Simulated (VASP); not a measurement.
Write the native input for VASP 6.6.1 that does the following.

| Quantity | Value |
| --- | --- |
| Task | atomic charges |
| Functional | r2SCAN |
| Potentials or basis | VASP PAW PBE potentials, release 64 (W_sv, C_s) |
| Cutoff | 400 eV |
| k mesh | 10 × 10 × 6 |
| Occupations | gaussian, width 0.1 eV |
| Spin | no spin polarisation |
| Further INCAR settings | ALGO = Normal; EDIFF = 1e-06 |

The structure of W2C lies in POSCAR:

```
W2C
1.0
    3.0700456420      0.0000000000      0.0000000000
   -1.5350228210      2.6587375167      0.0000000000
    0.0000000000      0.0000000000      4.6784280000
W C
2 1
Direct
    0.6666666667      0.3333333333      0.2536690000
    0.3333333333      0.6666666667      0.7463310000
    0.0000000000      0.0000000000      0.0000000000
```

The cell comes from a database or a generator and needn't be the stable form of this composition.

These files were run (other wordings do the same):

INCAR

```
PREC = Accurate
ENCUT = 400
EDIFF = 1E-6
ISMEAR = 0
SIGMA = 0.1
LREAL = False
LASPH = True
NELM = 60
ALGO = Normal
ISIF = 2
LWAVE = False
LCHARG = False
METAGGA = R2SCAN
LMIXTAU = True
LORBIT = 10
```

KPOINTS

```
regular mesh
0
Gamma
  10 10 6
```

Potentials or basis: VASP PAW PBE potentials, release 64 (W_sv, C_s).

Launch:

```sh
$ cat potpaw_PBE.64/W_sv/POTCAR potpaw_PBE.64/C_s/POTCAR > POTCAR
$ mpirun -np 1 vasp_std > vasp.out
```

It gave:

* Pressure: -4.8 GPa
* Largest force: 0.052 eV/Å
* Band gap on the k mesh: none (metal or under the smearing width)
* Valence electrons inside the program's atomic spheres: W 12.04; C 3.94

Caveat: the PAW data sets were made with another functional, which shifts forces and pressure a little.

Run time: 110 s on 1 thread of AMD EPYC 9R45 96-Core Processor (Zen 5), on a shared host, peak memory 0.14 GiB.
